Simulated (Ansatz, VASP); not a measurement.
# TaN: VASP beside Ansatz

```
Ta N
1.0
     2.85090    0.00000    0.00000
    -1.42545    2.46895    0.00000
     0.00000    0.00000    2.83490
Ta N
1 1
Direct
  0.33333 0.66667 0.50000
  0.00000 0.00000 0.00000
```

Alike in both runs: task single point; functional PBEsol; k mesh 18 × 18 × 16; occupations gaussian, width 0.15 eV; no spin polarisation.

|  | VASP | Ansatz |
| --- | --- | --- |
| version | VASP 6.6.1 | Ansatz 0.2.0 |
| potentials or method | VASP PAW PBE potentials, release 64 (Ta_pv, N) | scalar-relativistic, plane waves, PAW |
| plane-wave cutoff (eV) | 520 | 520 |
| valence electrons in the cell | 16 | 18 |

```csv
,VASP,Ansatz,Ansatz less VASP
gap on the k mesh at the Fermi level (eV),none,none,-
pressure (GPa),27.1,25.9,-1.21
largest component of the traceless stress (GPa),4.06,4.24,+0.178
```

A gap of «none» marks a metal or a gap that the smearing closes. The two sets of potentials don't hold the same shells in valence.

Caveats: so large a pressure means that the cell lies far from this level's equilibrium, or that cutoff or potentials fall short (VASP); the potentials were made for another functional, which shifts forces and pressure (VASP). Spin-orbit coupling is left out, which matters for the levels of Ta.
